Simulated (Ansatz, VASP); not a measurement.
# Cross-check of Sn5H4 (Sn wire along [100], 25 atoms a period, H-terminated) between VASP and Ansatz

Wanted: the spread between two codes on one cell, functional and k mesh. The structure shown is the start of the Ansatz relaxation below; VASP solves that cell, so the two are compared at the walk's first step.

Method: plane waves, with VASP 6.6.1 beside it; single point at PBE, in Ansatz 0.2.0.

### Step 1. Set-up

The cell holds 45 atoms: 25 Sn and 20 H. Cell: a = 22.121 Å, b = 22.121 Å, c = 6.650 Å, α = 90.0°, β = 90.0°, γ = 90.0°. Vacuum lies along a and b. The structure's axis is c.

### Step 2. Ansatz: relaxation, PBE

Ansatz runs on its PAW soft_1 files.

The two programs are compared at the cell with which this relaxation starts, whose forces are those of its first step.

input.yaml reads:

```yaml
crystal:
  lattice:
    - [22.121, 0.0, 0.0]
    - [0.0, 22.121, 0.0]
    - [0.0, 0.0, 6.65]
  atoms:
    - { symbol: Sn, position: [0.274529315, 0.575148636, 0.0] }
    - { symbol: Sn, position: [0.424838975, 0.424838975, 0.0] }
    - { symbol: Sn, position: [0.424838975, 0.725458296, 0.0] }
    - { symbol: Sn, position: [0.575148636, 0.274529315, 0.0] }
    - { symbol: Sn, position: [0.575148636, 0.575148636, 0.0] }
    - { symbol: Sn, position: [0.725458296, 0.424838975, 0.0] }
    - { symbol: H, position: [0.153700104, 0.454319425, 0.098065719] }
    - { symbol: H, position: [0.304009764, 0.304009764, 0.098065719] }
    - { symbol: H, position: [0.454319425, 0.153700104, 0.098065719] }
    - { symbol: H, position: [0.545668186, 0.846287507, 0.098065719] }
    - { symbol: H, position: [0.695977846, 0.695977846, 0.098065719] }
    - { symbol: H, position: [0.846287507, 0.545668186, 0.098065719] }
    - { symbol: Sn, position: [0.199374484, 0.499993805, 0.25] }
    - { symbol: Sn, position: [0.349684145, 0.349684145, 0.25] }
    - { symbol: Sn, position: [0.349684145, 0.650303466, 0.25] }
    - { symbol: Sn, position: [0.499993805, 0.199374484, 0.25] }
    - { symbol: Sn, position: [0.499993805, 0.499993805, 0.25] }
    - { symbol: Sn, position: [0.499993805, 0.800613126, 0.25] }
    - { symbol: Sn, position: [0.650303466, 0.349684145, 0.25] }
    - { symbol: Sn, position: [0.650303466, 0.650303466, 0.25] }
    - { symbol: Sn, position: [0.800613126, 0.499993805, 0.25] }
    - { symbol: H, position: [0.153700104, 0.545668186, 0.401934281] }
    - { symbol: H, position: [0.304009764, 0.695977846, 0.401934281] }
    - { symbol: H, position: [0.454319425, 0.846287507, 0.401934281] }
    - { symbol: H, position: [0.545668186, 0.153700104, 0.401934281] }
    - { symbol: H, position: [0.695977846, 0.304009764, 0.401934281] }
    - { symbol: H, position: [0.846287507, 0.454319425, 0.401934281] }
    - { symbol: Sn, position: [0.274529315, 0.424838975, 0.5] }
    - { symbol: Sn, position: [0.424838975, 0.274529315, 0.5] }
    - { symbol: Sn, position: [0.424838975, 0.575148636, 0.5] }
    - { symbol: Sn, position: [0.575148636, 0.424838975, 0.5] }
    - { symbol: Sn, position: [0.575148636, 0.725458296, 0.5] }
    - { symbol: Sn, position: [0.725458296, 0.575148636, 0.5] }
    - { symbol: H, position: [0.228854934, 0.379164595, 0.651934281] }
    - { symbol: H, position: [0.379164595, 0.228854934, 0.651934281] }
    - { symbol: H, position: [0.620823016, 0.771132677, 0.651934281] }
    - { symbol: H, position: [0.771132677, 0.620823016, 0.651934281] }
    - { symbol: Sn, position: [0.349684145, 0.499993805, 0.75] }
    - { symbol: Sn, position: [0.499993805, 0.349684145, 0.75] }
    - { symbol: Sn, position: [0.499993805, 0.650303466, 0.75] }
    - { symbol: Sn, position: [0.650303466, 0.499993805, 0.75] }
    - { symbol: H, position: [0.228854934, 0.620823016, 0.848065719] }
    - { symbol: H, position: [0.379164595, 0.771132677, 0.848065719] }
    - { symbol: H, position: [0.620823016, 0.228854934, 0.848065719] }
    - { symbol: H, position: [0.771132677, 0.379164595, 0.848065719] }
kpoints:
  mp_grid: { grid: [1, 1, 13] }
scf:
  occupations: { method: fermi_dirac, width: 0.05 }
hamiltonian:
  xc: pbe
  pseudopotentials: { kind: paw, azcp: { folder: soft_1 } }
relax:
  cell: { fix: [a, b, alpha, beta, gamma] }
  max_steps: 45
  f_tol: 0.03
```

The run is started by

```bash
$ ansatz run input.yaml --threads 4 --pin off --max-ram 16384MiB --backend cpu --events-out ev --progress --plain --runs-dir out
```

Numbers of over 12 decimals in the logs are rounded to 6 here.

What it wrote:

```text
Engine: ansatz 0.2.0, aarch64-unknown-linux-gnu
Pseudopotentials: kind: paw
Pseudopotential: Sn, paw, valence charge 14, recommended cutoff 420 eV (normal), soft_1/Sn.paw.azcp
Pseudopotential: H, paw, valence charge 1, recommended cutoff 420 eV (normal), soft_1/H.paw.azcp
Functional definition: PBE
  parameter kappa = 0.804
  parameter beta = 0.066725
  exchange = pbe_x(kappa = kappa, mu = beta*pi^2/3)
  correlation = pbe_c(beta = beta)
Crystal: 45 atoms, lattice volume = 3254.102 Å³
Basis set: ecut = 420 eV, 63583 PW (Γ), exchange–correlation on 300×300×90 points (8 copies of the dense FFT grid, shifted against one another)
Bands: 230, of which v1, the nominal top of the filled ones, is band 185 counted from 1 (184 counted from 0)
Symmetry: 8 space group operations
Space group: P-42m (ITA 111), of the structure as read, at distance tolerance 1.5e-4 Å
k-points: 7 of 13
Non-local potential: Sn, projectors of the file, l = 0: 2, l = 1: 2, l = 2: 2, l = 3: 1
Non-local potential: H, projectors of the file, l = 0: 2, l = 1: 1
PAW form: soft (Blöchl's): semilocal exchange-correlation on the pseudo side does not see the compensation charge
PAW one-centre angular grid: Sn, 590 points (default); XC on 64 Gauss nodes
PAW one-centre angular grid: H, 110 points (default); XC on 64 Gauss nodes
Initial density: superposition of atomic densities (neutral atoms: chi_scale 0, normalization atom)
Initial wavefunctions: pseudopotential atomic-orbital guess
Functional: x = pbe(κ = 0.804, μ = 0.219515), c = pbe(β = 0.066725)
SCF iter   1: F=—  HF=-150921.481926 eV  |F-HF|=—  |Δ(HF+E_count)|=         —  Δρ=2.46e-2  dr2=2.08e1  ethr=3.10e-3  ⟨swp⟩=7.0  Hψ=7264  notcnv=0  defer=57
preconditioner: auto → Resta (q_TF=auto, 1.899 Å⁻¹)  ε∞=1.9  [insulator: Δε(μ)=1.237 eV  Ē_g=7.703 eV  σ=0.050 eV  W_gap=1.00  n_scr=340 (ndim 8)  ℏωp=7.1 eV  f_vac=0.597  D(μ)=0.00/eV (n_scr^D=0)  ε∞_Penn≈1.9  vacuum switching on, ρ_ref=4.3e-3 e/Å³]
SCF iter   2: F=—  HF=-150916.733938 eV  |F-HF|=—  |Δ(HF+E_count)|=    4.75e0  Δρ=9.23e-3  dr2=4.82e0  ethr=3.10e-3  ⟨swp⟩=3.3  Hψ=2316  notcnv=0  defer=242
SCF iter   3: F=—  HF=-150916.238641 eV  |F-HF|=—  |Δ(HF+E_count)|=   4.95e-1  Δρ=4.40e-3  dr2=3.38e0  ethr=1.30e-3  ⟨swp⟩=3.6  Hψ=2211  notcnv=0  defer=242
SCF iter   4: F=—  HF=-150915.774037 eV  |F-HF|=—  |Δ(HF+E_count)|=   4.65e-1  Δρ=1.35e-3  dr2=1.97e-1  ethr=9.14e-4  ⟨swp⟩=3.9  Hψ=2372  notcnv=0  defer=239
SCF iter   5: F=—  HF=-150915.768089 eV  |F-HF|=—  |Δ(HF+E_count)|=   5.95e-3  Δρ=5.13e-4  dr2=9.13e-3  ethr=5.32e-5  ⟨swp⟩=2.0  Hψ=1880  notcnv=0  defer=241
SCF iter   6: F=—  HF=-150915.774098 eV  |F-HF|=—  |Δ(HF+E_count)|=   6.01e-3  Δρ=1.64e-4  dr2=1.08e-3  ethr=2.47e-6  ⟨swp⟩=2.0  Hψ=1789  notcnv=0  defer=241
SCF iter   7: F=—  HF=-150915.775122 eV  |F-HF|=—  |Δ(HF+E_count)|=   1.02e-3  Δρ=4.37e-5  dr2=1.74e-4  ethr=2.91e-7  ⟨swp⟩=2.0  Hψ=1789  notcnv=0  defer=241
SCF iter   8: F=—  HF=-150915.775173 eV  |F-HF|=—  |Δ(HF+E_count)|=   5.12e-5  Δρ=1.30e-5  dr2=6.56e-6  ethr=4.69e-8  ⟨swp⟩=2.0  Hψ=1789  notcnv=0  defer=241
SCF iter   9: F=—  HF=-150915.774989 eV  |F-HF|=—  |Δ(HF+E_count)|=   1.84e-4  Δρ=3.69e-6  dr2=5.81e-7  ethr=1.77e-9  ⟨swp⟩=2.7  Hψ=2758  notcnv=0  defer=241
SCF iter  10: F=-150915.774990 eV  HF=-150915.774990 eV  |F-HF|=9.87e-9  |Δ(HF+E_count)|=   1.33e-6  Δρ=1.05e-6  dr2=7.24e-8  ethr=2.70e-11  ⟨swp⟩=5.3  Hψ=5927  notcnv=0
SCF 1 converged in 10 iterations: F = -150915.774990 eV  dr2 = 7.24e-8
  greatest PAW one-centre occupation: 0.991 electrons in one spin orbital (limit 2), on the Sn atom at site 12 (counted from 0), in its partial waves of l = 2
relax step   1: F+E_penalty+E_count = -150915.77498996 eV  Δ(F+E_penalty+E_count) = +0.000e0 eV  max|allowed force component| = 1.804e-1 eV/Å  Δτ_max = 0.0000 Å  P = -0.345 GPa  Ω = 3254.102 Å³  fix = [a, b, alpha, beta, gamma]  reactions: a -0.343, b -0.343 GPa  (10 SCF iters, dr2 threshold 1.00e-7 eV, accepted)
Crystal: 45 atoms, lattice volume = 3215.406 Å³
Basis set: ecut = 420 eV, 62773 PW (Γ), exchange–correlation on 300×300×90 points (8 copies of the dense FFT grid, shifted against one another)
Initial density: handed on by an earlier stage of this run
Initial wavefunctions: those handed on with the density
iter 1 solved again at ethr=2.90e-4 eV; its pass at ethr=3.10e-3 eV (dr2=1.07e0 eV) is discarded
SCF iter   1: F=—  HF=-150915.071386 eV  |F-HF|=—  |Δ(HF+E_count)|=         —  Δρ=6.78e-3  dr2=1.07e0  ethr=2.90e-4  ⟨swp⟩=6.6  Hψ=8642  notcnv=0
preconditioner: auto → Resta (q_TF=auto, 1.903 Å⁻¹)  ε∞=1.4  [insulator: Δε(μ)=1.876 eV  Ē_g=19.054 eV  σ=0.050 eV  W_gap=1.00  n_scr=338 (ndim 8)  ℏωp=12.6 eV  f_vac=0.650  D(μ)=0.00/eV (n_scr^D=0)  ε∞_Penn≈1.4  vacuum switching on, ρ_ref=2.6e-2 e/Å³]
SCF iter   2: F=—  HF=-150914.950521 eV  |F-HF|=—  |Δ(HF+E_count)|=   1.21e-1  Δρ=3.17e-3  dr2=3.14e-1  ethr=2.89e-4  ⟨swp⟩=4.9  Hψ=3109  notcnv=0  defer=54
[...]
SCF 5 converged in 6 iterations: F = -150915.919991 eV  dr2 = 2.54e-10
  greatest PAW one-centre occupation: 0.991 electrons in one spin orbital (limit 2), on the Sn atom at site 17 (counted from 0), in its partial waves of l = 2
[...]
SCF converged after 6 iterations
Free energy (F): -150915.919991 eV
Harris-Foulkes:  -150915.919991 eV  (|F-HF|=1.46e-10)
Internal energy: -150915.919991 eV  (E = F + TS)
E sigma→0 (E₀):  -150915.919991 eV
Entropy (-TS):   -0.000000 eV (-0.000 meV/atom)
Fermi energy:    -1.101238 eV
--- Per-component energies (eV) ---
  E_band       = -6292.836426
  E_kinetic    = 4444.857597
  E_local      = -196959.188030  (includes V_loc(G=0)·N_el)
  E_nonlocal   = 3633.117918
  E_hartree    = 96463.847466
  E_xc         = -3295.873045
  E_vxc        = -2198.937359  (∫ρ·V_xc dr)
  E_paw        = -109269.409707  (= ΣΔE_a)
  E_vpaw       = -8140.372515  (= ΣTr[D̂ρ^β])
  E_aug_tail   = -0.010433  (compensation charges beyond the density's cutoff)
  E_ewald      = 54066.738242
  E_smearing   = -0.000000  (= −TS)
  E_closure    = -0.000000  (closes the sum)
  Σ components = -150915.919991   (vs F -150915.919991, Δ=0.00e0)
--- Forces (eV/Å), atoms counted from 1 ---
  atom   1  Sn     0.01783402    -0.01211381    -0.02358686
  atom   2  Sn    -0.00187325    -0.00187325    -0.00102678
  atom   3  Sn     0.01211381    -0.01783402    -0.02358686
  atom   4  Sn    -0.01211381     0.01783402    -0.02358686
  atom   5  Sn     0.00187325     0.00187325    -0.00102678
  atom   6  Sn    -0.01783402     0.01211381    -0.02358686
  atom   7  H     -0.00429342    -0.00831717    -0.00427167
  atom   8  H     -0.00135293    -0.00135293     0.00343486
  atom   9  H     -0.00831717    -0.00429342    -0.00427167
  atom  10  H      0.00831717     0.00429342    -0.00427167
  atom  11  H      0.00135293     0.00135293     0.00343486
  atom  12  H      0.00429342     0.00831717    -0.00427167
  atom  13  Sn    -0.00940360    -0.00000000    -0.00000000
  atom  14  Sn     0.01528380     0.01528380    -0.02639289
  atom  15  Sn     0.01528380    -0.01528380     0.02639289
  atom  16  Sn    -0.00000000    -0.00940360     0.00000000
  atom  17  Sn     0.00000000    -0.00000000    -0.00000000
  atom  18  Sn     0.00000000     0.00940360    -0.00000000
  atom  19  Sn    -0.01528380     0.01528380     0.02639289
  atom  20  Sn    -0.01528380    -0.01528380    -0.02639289
  atom  21  Sn     0.00940360     0.00000000     0.00000000
  atom  22  H     -0.00429342     0.00831717     0.00427167
  atom  23  H     -0.00135293     0.00135293    -0.00343486
  atom  24  H     -0.00831717     0.00429342     0.00427167
[...]
atom  38  Sn    -0.00112166    -0.00000000    -0.00000000
  atom  39  Sn    -0.00000000    -0.00112166    -0.00000000
  atom  40  Sn     0.00000000     0.00112166    -0.00000000
  atom  41  Sn     0.00112166     0.00000000     0.00000000
  atom  42  H     -0.00167962     0.00084919     0.00175334
  atom  43  H     -0.00084919     0.00167962     0.00175334
  atom  44  H      0.00084919    -0.00167962     0.00175334
  atom  45  H      0.00167962    -0.00084919     0.00175334
  max |Σ_I F_I| component: 7.16e-18 eV/Å
--- Stress (GPa, compression-positive) ---
       -0.012687      -0.000000      -0.000000
       -0.000000      -0.012687       0.000000
       -0.000000       0.000000      -0.020278
  P = ⅓ Tr σ = -0.0152 GPa (-0.152 kbar)
--- Relaxed structure (4 steps of the walk, 3 accepted, 1 SCFs on fresh bases) ---
  F+E_penalty+E_count = -150915.91999133 eV   max|allowed force component| = 2.639e-2 eV/Å   (the final SCF, on the basis selected at the relaxed cell)
  cell:  # Å, volume = 3241.2697 Å³
    - [22.121, 0, 0]
    - [0, 22.121, 0]
    - [0, 0, 6.623776]
  atoms:
    - { symbol: Sn, position: [0.276208, 0.573627, 0.00381742] }
    - { symbol: Sn, position: [0.425106, 0.425106, -0.00035456] }
    - { symbol: Sn, position: [0.426373, 0.723792, 0.00381742] }
    - { symbol: Sn, position: [0.573627, 0.276208, 0.00381742] }
    - { symbol: Sn, position: [0.574894, 0.574894, -0.00035456] }
    - { symbol: Sn, position: [0.723792, 0.426373, 0.00381742] }
    - { symbol: H, position: [0.155272, 0.455684, 0.101071] }
    - { symbol: H, position: [0.306128, 0.306128, 0.102004] }
    - { symbol: H, position: [0.455684, 0.155272, 0.101071] }
    - { symbol: H, position: [0.544316, 0.844728, 0.101071] }
    - { symbol: H, position: [0.693872, 0.693872, 0.102004] }
    - { symbol: H, position: [0.844728, 0.544316, 0.101071] }
    - { symbol: Sn, position: [0.201937, 0.5, 0.250000] }
    - { symbol: Sn, position: [0.351445, 0.351445, 0.255070] }
    - { symbol: Sn, position: [0.351445, 0.648555, 0.244930] }
    - { symbol: Sn, position: [0.5, 0.201937, 0.250000] }
    - { symbol: Sn, position: [0.5, 0.5, 0.250000] }
    - { symbol: Sn, position: [0.5, 0.798063, 0.250000] }
    - { symbol: Sn, position: [0.648555, 0.351445, 0.244930] }
    - { symbol: Sn, position: [0.648555, 0.648555, 0.255070] }
    - { symbol: Sn, position: [0.798063, 0.5, 0.250000] }
    - { symbol: H, position: [0.155272, 0.544316, 0.398929] }
    - { symbol: H, position: [0.306128, 0.693872, 0.397996] }
    - { symbol: H, position: [0.455684, 0.844728, 0.398929] }
    - { symbol: H, position: [0.544316, 0.155272, 0.398929] }
    - { symbol: H, position: [0.693872, 0.306128, 0.397996] }
    - { symbol: H, position: [0.844728, 0.455684, 0.398929] }
    - { symbol: Sn, position: [0.276208, 0.426373, 0.496183] }
    - { symbol: Sn, position: [0.426373, 0.276208, 0.496183] }
    - { symbol: Sn, position: [0.425106, 0.574894, 0.500355] }
    - { symbol: Sn, position: [0.574894, 0.425106, 0.500355] }
    - { symbol: Sn, position: [0.573627, 0.723792, 0.496183] }
    - { symbol: Sn, position: [0.723792, 0.573627, 0.496183] }
    - { symbol: H, position: [0.231022, 0.380944, 0.648908] }
    - { symbol: H, position: [0.380944, 0.231022, 0.648908] }
    - { symbol: H, position: [0.619056, 0.768978, 0.648908] }
    - { symbol: H, position: [0.768978, 0.619056, 0.648908] }
    - { symbol: Sn, position: [0.350176, 0.5, 0.750000] }
    - { symbol: Sn, position: [0.5, 0.350176, 0.750000] }
    - { symbol: Sn, position: [0.5, 0.649824, 0.750000] }
    - { symbol: Sn, position: [0.649824, 0.5, 0.750000] }
    - { symbol: H, position: [0.231022, 0.619056, 0.851092] }
    - { symbol: H, position: [0.380944, 0.768978, 0.851092] }
    - { symbol: H, position: [0.619056, 0.231022, 0.851092] }
    - { symbol: H, position: [0.768978, 0.380944, 0.851092] }
```

Reading the cycles: dr2 is the Hartree energy of the density residual (eV), the measure of convergence; HF is the Harris–Foulkes estimate of the energy, which meets the free energy F at convergence.

[end of part 1 of 2]

[Lines on the potential files, build, host, timing and source positions are cut from VASP's logs without a mark.]

[Logs are printed without paths, hosts, clocks, repeated set-up lines and the standing remarks that a program may print on its own settings, such as how far it seeks lower states.]

[Hosts, paths, dates, database ids (printed as entryN), source tags and the programs' standing remarks are cut or masked in the printed files.]
